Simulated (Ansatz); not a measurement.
This log comes from Ansatz, run on GaN (started from an entry of an open crystallographic database). The geometry is the r2SCAN minimum.

The cell:
```xyz
4
Lattice="3.1831 0.0000 0.0000 -1.5916 2.7567 0.0000 0.0000 0.0000 5.1836" Properties=species:S:1:pos:R:3 pbc="T T T"
Ga    0.0000    1.8378   -0.0046
Ga    1.5916    0.9189    2.5872
N     0.0000    1.8378    1.9485
N     1.5916    0.9189    4.5403
```

What the program printed (shortened):
```
Crystal: 4 atoms, lattice volume = 45.486 Å³
Basis set: ecut = 420 eV, 893 PW (Γ)
Bands: 22, of which v1, the nominal top of the filled ones, is band 18 counted from 1 (17 counted from 0)
Symmetry: 12 space group operations
Space group: P63mc (ITA 186)
k-points: 21 of 144 (time reversal used)
SCF 1 converged in 6 iterations: F = -8335.804057 eV  dr2 = 1.51e-8
SCF converged after 6 iterations
Free energy (F): -8335.804057 eV
Fermi energy:    9.765170 eV
--- Per-component energies (eV) ---
  E_band       = -7.927470
  E_kinetic    = 494.969247
  E_local      = -3897.467704
  E_nonlocal   = 948.878896
  E_hartree    = 1794.574522
  E_xc         = -257.805154
  E_vxc        = -268.562754
  E_paw        = -4240.821809
  E_vpaw       = -874.893929
  E_ewald      = -3178.132179
--- G₀W₀: contour deformation, 6 samples at zero and on the imaginary axis and 2 off it, 144 q-points, 171 empty bands' worth ---
    ik  band        ε_KS         Σx   Σc(E_QP)       V_xc       Z   E_QP_lin       E_QP  E_QP is
     0    17      9.7652   -23.9363     3.0441   -20.2872  0.7709     9.1552     9.1602  root
     0    18      9.7652   -23.9363     3.0441   -20.2872  0.7709     9.1552     9.1602  root
     0    19     11.6980   -11.5221    -3.7066   -15.7710  0.8052    12.2433    12.2403  root
     0    20     14.0441   -10.2002    -4.4697   -15.3218  0.8111    14.7013    14.6959  root
     1    17      9.6066   -23.8029     3.0877   -20.0903  0.7705     8.9762     8.9817  root
     1    18      9.6066   -23.8029     3.0877   -20.0903  0.7705     8.9762     8.9817  root
     1    19     12.8971   -12.1896    -3.7095   -16.4972  0.7959    13.4992    13.4951  root
     1    20     14.1501   -10.1757    -4.4958   -15.3377  0.8080    14.8220    14.8163  root
     2    17      9.2335   -23.4663     3.1739   -19.6247  0.7695     8.5593     8.5658  root
     2    18      9.2335   -23.4663     3.1739   -19.6247  0.7695     8.5593     8.5658  root
     2    19     14.0356   -10.8580    -4.3589   -15.9062  0.7974    14.7315    14.7250  root
     2    20     14.0356   -10.8580    -4.3589   -15.9062  0.7974    14.7315    14.7250  root
     3    17      9.4412   -23.3850     3.0453   -19.7082  0.7704     8.8042     8.8098  root
     3    18      9.5214   -23.6827     3.1004   -19.9508  0.7702     8.8842     8.8898  root
     3    19     13.2161   -11.9840    -3.8201   -16.4269  0.7950    13.8435    13.8390  root
     3    20     15.3254   -10.4623    -4.7018   -15.9227  0.8003    16.0923    16.0839  root
     4    17      9.0584   -23.1486     3.1494   -19.3163  0.7694     8.3686     8.3756  root
     4    18      9.3123   -23.4882     3.1457   -19.6847  0.7698     8.6482     8.6545  root
     4    19     13.7972   -11.4966    -4.0681   -16.2195  0.7932    14.4575    14.4520  root
     4    20     15.3944   -10.4363    -4.7552   -15.9643  0.7960    16.1761    16.1672  root
     5    17      8.8349   -23.0523     3.2433   -19.0985  0.7684     8.1167     8.1245  root
     5    18      8.8349   -23.0523     3.2433   -19.0985  0.7684     8.1167     8.1245  root
     5    19     14.9379   -10.7380    -4.5714   -16.0427  0.7891    15.6796    15.6712  root
     5    20     14.9379   -10.7380    -4.5714   -16.0427  0.7891    15.6796    15.6712  root
     6    17      8.5013   -22.3576     3.1947   -18.4265  0.7682     7.7561     7.7649  root
     6    18      9.0115   -23.1675     3.2121   -19.2714  0.7686     8.3205     8.3275  root
     6    19     14.6507   -10.0621    -4.4509   -15.1333  0.7989    15.2762    15.2710  root
     6    20     15.5248    -9.5755    -4.6553   -14.8618  0.8100    16.1613    16.1557  root
     7    17      8.5924   -22.6960     3.2517   -18.7206  0.7674     7.8604     7.8687  root
     7    18      8.7368   -22.9084     3.2618   -18.9323  0.7678     8.0144     8.0224  root
     7    19     14.2030    -9.4113    -4.3317   -14.2531  0.8093    14.7164    14.7131  root
     7    20     15.5009    -8.9639    -4.6075   -14.1049  0.8080    16.0385    16.0345  root
     8    17      8.1318   -22.3640     3.3796   -18.2117  0.7652     7.3490     7.3592  root
     8    18      8.1318   -22.3640     3.3796   -18.2117  0.7652     7.3490     7.3592  root
     8    19     14.6585    -9.1988    -4.3816   -14.0707  0.8088    15.1520    15.1489  root
     8    20     14.6585    -9.1988    -4.3816   -14.0707  0.8088    15.1520    15.1489  root
  […]
```

The points are ik 0 = (0, 0, 0) (Γ), ik 1 = (0, 0, 1/4), ik 2 = (0, 0, -1/2), ik 3 = (0, 1/6, 0), ik 4 = (0, 1/6, 1/4), ik 5 = (0, 1/6, -1/2), ik 6 = (0, 1/3, 0), ik 7 = (0, 1/3, 1/4), ik 8 = (0, 1/3, -1/2), ik 9 = (0, -1/2, 0), ik 10 = (0, -1/2, 1/4), ik 11 = (0, -1/2, -1/2); band 18 is the last filled one.

Q: Which of these blocks stood in the input: relax, gw, phonons, dielectric, magnetization (spin_orbit)?

A: gw. The quasiparticle table needs the gw block.

Q: Which k mesh was typed?

A: 6×6×4, Γ-centred. Other answers can fit too; this one was computed.

Q: How were the bands filled?

A: Fixed occupations.

Q: Which functional?

A: PBE. There is no exchange loop, so no exact exchange. The lines shown narrow the functional down without fixing it; this is the one that was run.

Run as `ansatz run input.yaml --threads 4 --pin off --max-ram 5529MiB --backend cpu --events-out ev --progress --plain --runs-dir out`. Wall time 2.9 min on 4 threads of Arm Neoverse N1 (shared host); peak host memory 0.68 GiB.

The values are computed, spin-unpolarised, and not measurements.
